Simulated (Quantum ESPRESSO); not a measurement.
# MnO2 (R-3m) in Quantum ESPRESSO: further runs

Runs on MnO2. Level: LDA. Tasks: single point, equation of state.

Everything below comes from runs of Quantum ESPRESSO 7.5. Logs are shortened: lines on timing, memory, paths and dates and some standing lists are left out, and cuts for length are marked.

**1. Starting point**

Symmetry: R-3m, No. 166, trigonal system. The conventional cell has a = 2.857 Å, b = 2.857 Å, c = 13.752 Å, α = 90.00°, β = 90.00°, γ = 120.00°. Mn (site symmetry -3m) is surrounded by 6 O at 1.90 Å. O (site symmetry 3m) is surrounded by 3 Mn at 1.90 Å.

Measurements of this composition are mostly on another form, of space group No. 136.

**2. Single point, LDA, collinear spin, ferromagnetic start, 10.15 Å³/atom**

pw.in

```
&CONTROL
  calculation = 'scf'
  prefix = 'pwscf'
  outdir = './tmp'
  pseudo_dir = './pseudo'
  tprnfor = .true.
  tstress = .true.
  disk_io = 'nowf'
/
&SYSTEM
  ibrav = 0
  nat = 3
  ntyp = 2
  ecutwfc = 45
  ecutrho = 360
  nbnd = 24
  occupations = 'smearing'
  smearing = 'fd'
  degauss = 0.00367493
  nspin = 2
  starting_magnetization(1) = 0.2667
  starting_magnetization(2) = 0
/
&ELECTRONS
  conv_thr = 6d-10
  electron_maxstep = 120
  mixing_beta = 0.3
/
ATOMIC_SPECIES
Mn    54.9380 mn_lda_v1.5.uspp.F.UPF
O     15.9990 o_lda_v1.2.uspp.F.UPF
CELL_PARAMETERS angstrom
   1.3992749259    0.8078717551    4.4903556470
  -1.3992749259    0.8078717551    4.4903556470
   0.0000000000   -1.6157435103    4.4903556470
ATOMIC_POSITIONS crystal
Mn     0.0000000000    0.0000000000    0.0000000000
O      0.7356355100    0.7356355100    0.7356355100
O      0.2643644900    0.2643644900    0.2643644900
K_POINTS automatic
11 11 11 0 0 0
```

Potentials or basis: GBRV 1.5 LDA.

Run with:

```bash
OMP_NUM_THREADS=1 mpirun -n 2 pw.x -nk 2 -in pw.in > pw.out
```

pw.out:

```text
This program is part of the open-source Quantum ESPRESSO suite
     for quantum simulation of materials; please cite
[... 13 lines left out ...]
     --------------------
     sticks:   dense  smooth     PW     G-vecs:    dense   smooth      PW
     Sum        1303     655    227                23673     8401    1761

     Using Slab Decomposition

     bravais-lattice index     =            0
     lattice parameter (alat)  =       9.0182  a.u.
     unit-cell volume          =     205.5295 (a.u.)^3
     number of atoms/cell      =            3
     number of atomic types    =            2
     number of electrons       =        27.00
     number of Kohn-Sham states=           24
     kinetic-energy cutoff     =      45.0000  Ry
     charge density cutoff     =     360.0000  Ry
     scf convergence threshold =      6.0E-10
     mixing beta               =       0.3000
     number of iterations used =            8  plain     mixing
     Exchange-correlation= SLA  PZ   NOGX NOGC
                           (   1   1   0   0   0   0   0)

     celldm(1)=   9.018157  celldm(2)=   0.000000  celldm(3)=   0.000000
     celldm(4)=   0.000000  celldm(5)=   0.000000  celldm(6)=   0.000000

     crystal axes: (cart. coord. in units of alat)
               a(1) = (   0.293214   0.169287   0.940940 )
               a(2) = (  -0.293214   0.169287   0.940940 )
               a(3) = (   0.000000  -0.338574   0.940940 )

     reciprocal axes: (cart. coord. in units 2 pi/alat)
               b(1) = (  1.705241  0.984522  0.354256 )
               b(2) = ( -1.705241  0.984522  0.354256 )
               b(3) = (  0.000000 -1.969043  0.354256 )

     PseudoPot. # 1 for Mn read from file:
     mn_lda_v1.5.uspp.F.UPF
     Pseudo is Ultrasoft + core correction, Zval = 15.0
     Generated by new atomic code, or converted to UPF format
     Using radial grid of  859 points,  6 beta functions with:
                l(1) =   0
                l(2) =   0
                l(3) =   1
                l(4) =   1
                l(5) =   2
                l(6) =   2
     Q(r) pseudized with  8 coefficients,  rinner =    0.950   0.950   0.950
                                                       0.950   0.950

     PseudoPot. # 2 for O  read from file:
     o_lda_v1.2.uspp.F.UPF
     Pseudo is Ultrasoft + core correction, Zval =  6.0
     Generated by new atomic code, or converted to UPF format
     Using radial grid of  737 points,  5 beta functions with:
                l(1) =   0
                l(2) =   0
                l(3) =   1
                l(4) =   1
                l(5) =   2
     Q(r) pseudized with  8 coefficients,  rinner =    0.900   0.900   0.900
                                                       0.900   0.900

     atomic species   valence    mass     pseudopotential
     Mn               15.00    54.93800     Mn( 1.00)
     O                 6.00    15.99900     O ( 1.00)

     Starting magnetic structure
     atomic species   magnetization
     Mn              0.267
     O               0.000

     12 Sym. Ops., with inversion, found

   Cartesian axes

     site n.     atom                  positions (alat units)
         1        Mn     tau(   1) = (   0.0000000   0.0000000   0.0000000  )
         2        O      tau(   2) = (  -0.0000000  -0.0000000   2.0765662  )
         3        O      tau(   3) = (   0.0000000  -0.0000000   0.7462532  )

     number of k points=   146  Fermi-Dirac smearing, width (Ry)=  0.0037

     Number of k-points >= 100: set verbosity='high' to print them.

     Dense  grid:    23673 G-vectors     FFT dimensions: (  60,  60,  60)

     Smooth grid:     8401 G-vectors     FFT dimensions: (  40,  40,  40)

     Check: negative core charge=   -0.000013
     Generating pointlists ...
     new r_m :   0.1611 (alat units)  1.4529 (a.u.) for type    1
     new r_m :   0.1611 (alat units)  1.4529 (a.u.) for type    2

     Initial potential from superposition of free atoms

     starting charge      26.4999, renormalised to      27.0000
     Starting wfcs are   21 randomized atomic wfcs +    3 random wfcs

     Self-consistent Calculation

     iteration #  1     ecut=    45.00 Ry     beta= 0.30
     Davidson diagonalization with overlap
     ethr =  1.00E-02,  avg # of iterations =  4.9

     total energy              =    -275.25233752 Ry
     estimated scf accuracy    <       2.17133474 Ry

     total magnetization       =     3.00 Bohr mag/cell
     absolute magnetization    =     3.03 Bohr mag/cell

     iteration #  2     ecut=    45.00 Ry     beta= 0.30
     Davidson diagonalization with overlap
     ethr =  8.04E-03,  avg # of iterations =  1.6

     total energy              =    -275.49666320 Ry
     estimated scf accuracy    <       1.76603156 Ry

     total magnetization       =     2.57 Bohr mag/cell
     absolute magnetization    =     2.57 Bohr mag/cell

     iteration #  3     ecut=    45.00 Ry     beta= 0.30
     Davidson diagonalization with overlap
     ethr =  6.54E-03,  avg # of iterations =  1.0

     total energy              =    -275.77913238 Ry
     estimated scf accuracy    <       0.19106184 Ry

     total magnetization       =     3.00 Bohr mag/cell
     absolute magnetization    =     3.05 Bohr mag/cell

     iteration #  4     ecut=    45.00 Ry     beta= 0.30
     Davidson diagonalization with overlap
     ethr =  7.08E-04,  avg # of iterations =  1.4

     total energy              =    -275.81486688 Ry
     estimated scf accuracy    <       0.06257118 Ry

     total magnetization       =     2.98 Bohr mag/cell
     absolute magnetization    =     3.00 Bohr mag/cell

     iteration #  5     ecut=    45.00 Ry     beta= 0.30
     Davidson diagonalization with overlap
     ethr =  2.32E-04,  avg # of iterations =  1.2

     total energy              =    -275.82227504 Ry
     estimated scf accuracy    <       0.00068934 Ry
[... 58 lines left out ...]
     total energy              =    -275.82237553 Ry
     estimated scf accuracy    <       0.00000021 Ry

     total magnetization       =     3.00 Bohr mag/cell
     absolute magnetization    =     3.01 Bohr mag/cell

     iteration # 12     ecut=    45.00 Ry     beta= 0.30
     Davidson diagonalization with overlap
     ethr =  6.78E-10,  avg # of iterations =  1.0

     total energy              =    -275.82237556 Ry
     estimated scf accuracy    <          4.4E-09 Ry

     total magnetization       =     3.00 Bohr mag/cell
     absolute magnetization    =     3.01 Bohr mag/cell

     iteration # 13     ecut=    45.00 Ry     beta= 0.30
     Davidson diagonalization with overlap
     ethr =  1.62E-11,  avg # of iterations =  1.5

     total energy              =    -275.82237556 Ry
     estimated scf accuracy    <          8.3E-10 Ry

     total magnetization       =     3.00 Bohr mag/cell
     absolute magnetization    =     3.01 Bohr mag/cell

     iteration # 14     ecut=    45.00 Ry     beta= 0.30
     Davidson diagonalization with overlap
     ethr =  3.08E-12,  avg # of iterations =  1.1

     Magnetic moment per site  (integrated on atomic sphere of radius R)
     atom   1 (R=0.161)  charge= 11.6524  magn=  2.4112
     atom   2 (R=0.161)  charge=  5.1540  magn=  0.0814
     atom   3 (R=0.161)  charge=  5.1540  magn=  0.0814

     End of self-consistent calculation

     Number of k-points >= 100: set verbosity='high' to print the bands.

     the Fermi energy is     8.9693 ev

!    total energy              =    -275.82237556 Ry
     estimated scf accuracy    <          1.2E-11 Ry
     smearing contrib. (-TS)   =      -0.00006030 Ry
     internal energy E=F+TS    =    -275.82231526 Ry

     The total energy is F=E-TS. E is the sum of the following terms:
     one-electron contribution =    -186.64905131 Ry
     hartree contribution      =     105.10795704 Ry
     xc contribution           =     -40.58179304 Ry
     ewald contribution        =    -153.69942796 Ry

     total magnetization       =     3.00 Bohr mag/cell
     absolute magnetization    =     3.01 Bohr mag/cell

     convergence has been achieved in  14 iterations

     Forces acting on atoms (cartesian axes, Ry/au):

     atom    1 type  1   force =    -0.00000000   -0.00000000    0.00000000
     atom    2 type  2   force =     0.00000000   -0.00000000    0.01880263
     atom    3 type  2   force =    -0.00000000    0.00000000   -0.01880263

     Total force =     0.026591     Total SCF correction =     0.000002

     Computing stress (Cartesian axis) and pressure

          total   stress  (Ry/bohr**3)                   (kbar)     P=       55.39
   0.00043578   0.00000000   0.00000000           64.11        0.00        0.00
   0.00000000   0.00043578   0.00000000            0.00       64.11        0.00
  -0.00000000   0.00000000   0.00025799           -0.00        0.00       37.95

=------------------------------------------------------------------------------=
   JOB DONE.
=------------------------------------------------------------------------------=
```

It took 2.3 min on 2 MPI ranks of Arm Neoverse V2, shared host; peak memory 0.32 GiB.

What came out:

| Property | Result |
| --- | --- |
| Free energy | -3752.7546 eV |
| Pressure | 5.5 GPa |
| Largest force | 0.483 eV/Å |
| Band gap on the k mesh | 0.23 eV, indirect (least direct gap 0.27 eV) |
| Net moment | 3.00 μB per cell |
| Absolute moment | 3.01 μB per cell |
| Site moments | Mn +2.41; O +0.08 μB |
| Valence electrons inside the program's atomic spheres | Mn 11.65; O 5.15 |

Caveat: an odd mesh through Γ misses points on the zone boundary, where band edges often lie; a cell with one magnetic atom can't hold antiferromagnetic order, which such compounds often take.

**3. Single point, LDA, collinear spin, ferromagnetic start, 10.37 Å³/atom**

pw.in: that of step 2 with these lines changed.

```diff
@@ -32,5 +32,5 @@
 CELL_PARAMETERS angstrom
-   1.3992749259    0.8078717551    4.4903556470
-  -1.3992749259    0.8078717551    4.4903556470
-   0.0000000000   -1.6157435103    4.4903556470
+   1.4091292993    0.8135611802    4.5219789117
+  -1.4091292993    0.8135611802    4.5219789117
+   0.0000000000   -1.6271223606    4.5219789117
 ATOMIC_POSITIONS crystal
```

Potentials or basis: GBRV 1.5 LDA.

Run with:

```bash
OMP_NUM_THREADS=1 mpirun -n 2 pw.x -nk 2 -in pw.in > pw.out
```

Run time: 2.3 min. Hardware: 2 MPI ranks of Arm Neoverse V2, shared host; peak memory 0.34 GiB.

Results (log left out):

| Property | Result |
| --- | --- |
| Free energy | -3752.7680 eV |
| Pressure | 0.5 GPa |
| Largest force | 0.136 eV/Å |
| Band gap on the k mesh | 0.31 eV, indirect (least direct gap 0.35 eV) |
| Net moment | 3.00 μB per cell |
| Absolute moment | 3.02 μB per cell |
| Site moments | Mn +2.44; O +0.07 μB |
| Valence electrons inside the program's atomic spheres | Mn 11.68; O 5.17 |

Caveat: an odd mesh through Γ misses points on the zone boundary, where band edges often lie; a cell with one magnetic atom can't hold antiferromagnetic order, which such compounds often take.

**4. Single point, LDA, collinear spin, ferromagnetic start, 10.58 Å³/atom**

pw.in: that of step 3 with these lines changed.

```diff
@@ -32,5 +32,5 @@
 CELL_PARAMETERS angstrom
-   1.4091292993    0.8135611802    4.5219789117
-  -1.4091292993    0.8135611802    4.5219789117
-   0.0000000000   -1.6271223606    4.5219789117
+   1.4188477395    0.8191721243    4.5531659587
+  -1.4188477395    0.8191721243    4.5531659587
+   0.0000000000   -1.6383442487    4.5531659587
 ATOMIC_POSITIONS crystal
```

Run with:

```bash
OMP_NUM_THREADS=1 mpirun -n 2 pw.x -nk 2 -in pw.in > pw.out
```

Run time: 2.5 min. Hardware: 2 MPI ranks of Arm Neoverse V2, shared host; peak memory 0.36 GiB.

It converged, with:

```yaml
Free_energy: -3752.7620 eV
Pressure: -4.0 GPa
Largest_force: 0.183 eV/Å
Band_gap_on_the_k_mesh: 0.39 eV, indirect (least direct gap 0.44 eV)
Net_moment: 3.00 μB per cell
Absolute_moment: 3.02 μB per cell
Site_moments: Mn +2.46; O +0.06 μB
Valence_electrons_inside_the_program's_atomic_spheres: Mn 11.71; O 5.19
```

Caveat: an odd mesh through Γ misses points on the zone boundary, where band edges often lie; a cell with one magnetic atom can't hold antiferromagnetic order, which such compounds often take.

**5. Single point, LDA, collinear spin, ferromagnetic start, 10.80 Å³/atom**

pw.in: that of step 4 with these lines changed.

```diff
@@ -32,5 +32,5 @@
 CELL_PARAMETERS angstrom
-   1.4188477395    0.8191721243    4.5531659587
-  -1.4188477395    0.8191721243    4.5531659587
-   0.0000000000   -1.6383442487    4.5531659587
+   1.4284348394    0.8247072390    4.5839315268
+  -1.4284348394    0.8247072390    4.5839315268
+   0.0000000000   -1.6494144781    4.5839315268
 ATOMIC_POSITIONS crystal
```

Run with:

```bash
OMP_NUM_THREADS=1 mpirun -n 2 pw.x -nk 2 -in pw.in > pw.out
```

Run time: 2.5 min. Hardware: 2 MPI ranks of Arm Neoverse V2, shared host; peak memory 0.36 GiB.

The run converged. Its results:

```yaml
Free_energy: -3752.7388 eV
Pressure: -8.0 GPa
Largest_force: 0.476 eV/Å
Band_gap_on_the_k_mesh: 0.46 eV, indirect (least direct gap 0.52 eV)
Net_moment: 3.00 μB per cell
Absolute_moment: 3.03 μB per cell
Site_moments: Mn +2.49; O +0.05 μB
Valence_electrons_inside_the_program's_atomic_spheres: Mn 11.74; O 5.21
```

Caveat: an odd mesh through Γ misses points on the zone boundary, where band edges often lie; a cell with one magnetic atom can't hold antiferromagnetic order, which such compounds often take.

**6. Single point, LDA, collinear spin, ferromagnetic start, 11.02 Å³/atom**

pw.in: that of step 5 with these lines changed.

```diff
@@ -32,5 +32,5 @@
 CELL_PARAMETERS angstrom
-   1.4284348394    0.8247072390    4.5839315268
-  -1.4284348394    0.8247072390    4.5839315268
-   0.0000000000   -1.6494144781    4.5839315268
+   1.4378949485    0.8301690355    4.6142895739
+  -1.4378949485    0.8301690355    4.6142895739
+   0.0000000000   -1.6603380711    4.6142895739
 ATOMIC_POSITIONS crystal
```

Potentials or basis: GBRV 1.5 LDA.

Run with:

```bash
OMP_NUM_THREADS=1 mpirun -n 2 pw.x -nk 2 -in pw.in > pw.out
```

It took 2.5 min on 2 MPI ranks of Arm Neoverse V2, shared host; peak memory 0.38 GiB.

It converged, with:

```yaml
Free_energy: -3752.7003 eV
Pressure: -11.6 GPa
Largest_force: 0.746 eV/Å
Band_gap_on_the_k_mesh: 0.53 eV, indirect (least direct gap 0.59 eV)
Net_moment: 3.00 μB per cell
Absolute_moment: 3.04 μB per cell
Site_moments: Mn +2.51; O +0.04 μB
Valence_electrons_inside_the_program's_atomic_spheres: Mn 11.77; O 5.23
```

Caveat: an odd mesh through Γ misses points on the zone boundary, where band edges often lie; a cell with one magnetic atom can't hold antiferromagnetic order, which such compounds often take.

**7. Single point, LDA, collinear spin, ferromagnetic start, 11.23 Å³/atom**

pw.in: that of step 6 with these lines changed.

```diff
@@ -32,5 +32,5 @@
 CELL_PARAMETERS angstrom
-   1.4378949485    0.8301690355    4.6142895739
-  -1.4378949485    0.8301690355    4.6142895739
-   0.0000000000   -1.6603380711    4.6142895739
+   1.4472321903    0.8355598946    4.6442533328
+  -1.4472321903    0.8355598946    4.6442533328
+   0.0000000000   -1.6711197893    4.6442533328
 ATOMIC_POSITIONS crystal
```

Run with:

```bash
OMP_NUM_THREADS=1 mpirun -n 2 pw.x -nk 2 -in pw.in > pw.out
```

Wall time 2.3 min (2 MPI ranks of Arm Neoverse V2, shared host); peak memory 0.38 GiB.

The run converged. Its results:

| Property | Result |
| --- | --- |
| Free energy | -3752.6481 eV |
| Pressure | -14.8 GPa |
| Largest force | 0.993 eV/Å |
| Band gap on the k mesh | 0.60 eV, indirect (least direct gap 0.66 eV) |
| Net moment | 3.00 μB per cell |
| Absolute moment | 3.05 μB per cell |
| Site moments | Mn +2.54; O +0.04 μB |
| Valence electrons inside the program's atomic spheres | Mn 11.80; O 5.25 |

Caveat: an odd mesh through Γ misses points on the zone boundary, where band edges often lie; a cell with one magnetic atom can't hold antiferromagnetic order, which such compounds often take.

**8. Single point, LDA, collinear spin, ferromagnetic start, 11.45 Å³/atom**

pw.in: that of step 7 with these lines changed.

```diff
@@ -32,5 +32,5 @@
 CELL_PARAMETERS angstrom
-   1.4472321903    0.8355598946    4.6442533328
-  -1.4472321903    0.8355598946    4.6442533328
-   0.0000000000   -1.6711197893    4.6442533328
+   1.4564504782    0.8408820756    4.6738353618
+  -1.4564504782    0.8408820756    4.6738353618
+   0.0000000000   -1.6817641514    4.6738353618
 ATOMIC_POSITIONS crystal
```

Run with:

```bash
OMP_NUM_THREADS=1 mpirun -n 2 pw.x -nk 2 -in pw.in > pw.out
```

It took 3.4 min on 2 MPI ranks of Arm Neoverse V2, shared host; peak memory 0.38 GiB.

The run converged. Its results:

```yaml
Free_energy: -3752.5837 eV
Pressure: -17.6 GPa
Largest_force: 1.221 eV/Å
Band_gap_on_the_k_mesh: 0.67 eV, indirect (least direct gap 0.73 eV)
Net_moment: 3.00 μB per cell
Absolute_moment: 3.07 μB per cell
Site_moments: Mn +2.56; O +0.03 μB
Valence_electrons_inside_the_program's_atomic_spheres: Mn 11.83; O 5.26
```

Caveat: an odd mesh through Γ misses points on the zone boundary, where band edges often lie; a cell with one magnetic atom can't hold antiferromagnetic order, which such compounds often take; forces of over 1 eV/Å show positions far from the minimum, so gaps and moduli don't describe the material at rest.

**9. Equation of state, LDA, collinear spin, ferromagnetic start**

Potentials or basis: GBRV 1.5 LDA.

No new run: the results of the series are fitted here.

Results:

| Item | Value |
| --- | --- |
| Equilibrium volume | 10.41 Å³/atom |
| Bulk modulus at fixed shape and positions | 226 GPa |
| Pressure derivative of the bulk modulus | 4.6 |

Energy against volume, from the lowest point:
```csv
volume (Å³/atom),energy (meV/atom)
10.152,4.46
10.368,0.00
10.584,2.00
10.800,9.72
11.016,22.57
11.232,39.97
11.448,61.42
```

Caveat: the cell was scaled at fixed shape and fractional positions, which overstates the stiffness of a crystal with free parameters, most of all of layers and chains.
